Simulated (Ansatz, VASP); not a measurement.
Two plane-wave programs on Ca

```xyz
1
Lattice="0.0000 2.7942 2.7942 2.7523 0.0000 2.7942 2.7523 2.7942 0.0000" Properties=species:S:1:pos:R:3 pbc="T T T"
Ca    0.0000    0.0000    0.0000
```

Change from the starting cell: strain -0.0150 x Voigt [1, 0, 0, 0, 0, 0], atoms carried along.

Alike in both runs: task single point; functional PBEsol; k mesh 14 × 14 × 14; occupations gaussian, width 0.15 eV; no spin polarisation.

|  | VASP | Ansatz |
| --- | --- | --- |
| version | VASP 6.6.1 | Ansatz 0.2.0 |
| potentials or method | VASP PAW PBE potentials, release 64 (Ca_sv) | scalar-relativistic, plane waves, PAW |
| plane-wave cutoff (eV) | 520 | 420 |
| valence electrons in the cell | 10 | 10 |

|  | VASP | Ansatz | Ansatz less VASP |
| --- | --- | --- | --- |
| gap on the k mesh at the Fermi level (eV) | none | none | - |
| pressure (GPa) | -0.9 | -0.9 | -0.02 |
| largest component of the traceless stress (GPa) | 0.07 | 0.07 | 0.000 |

A gap of «none» marks a metal or a gap that the smearing closes.

Caveats: the PAW data sets were made with another functional, which shifts forces and pressure a little (VASP).
